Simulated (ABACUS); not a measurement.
Crystal: Na.

```
Na
1.0
    -1.88829    1.88829    2.63728
     1.88829   -1.88829    2.63728
     1.88829    1.88829   -2.63728
Na
1
Direct
  0.00000 0.00000 0.00000
```

This isn't the form of Na at room conditions, which is bcc.

- Program: ABACUS 3.10.1
- Task: single point
- Functional: PBE
- Potentials or basis: PseudoDojo NC SR 0.4.1 PBE standard
- Cutoff: 1211 eV
- Density cutoff: 4844 eV
- Basis: plane waves
- k mesh: 10 × 10 × 10
- Occupations: fermi-dirac, width 0.05 eV
- Spin: no spin polarisation

On this cell: pressure -0.1 GPa; band gap on the k mesh none (metal or under the smearing width).

The same run follows on a disturbed copy (cell strained at random at fixed volume):

```
Na
1.0
    -1.90826    1.94837    2.62269
     1.85560   -1.92535    2.56851
     1.89689    1.91399   -2.60621
Na
1
Direct
  0.99802 0.99502 0.98298
```

Problem. What does the disturbed cell give?

Solution. The energy (extrapolated to zero smearing) moves by +0.2 meV/atom; pressure -0.1 GPa; band gap on the k mesh none (metal or under the smearing width).

Stress tensor (GPa, compression positive):
```
 0.07  0.01  0.07
 0.01 -0.26 -0.06
 0.07 -0.06 -0.11
```
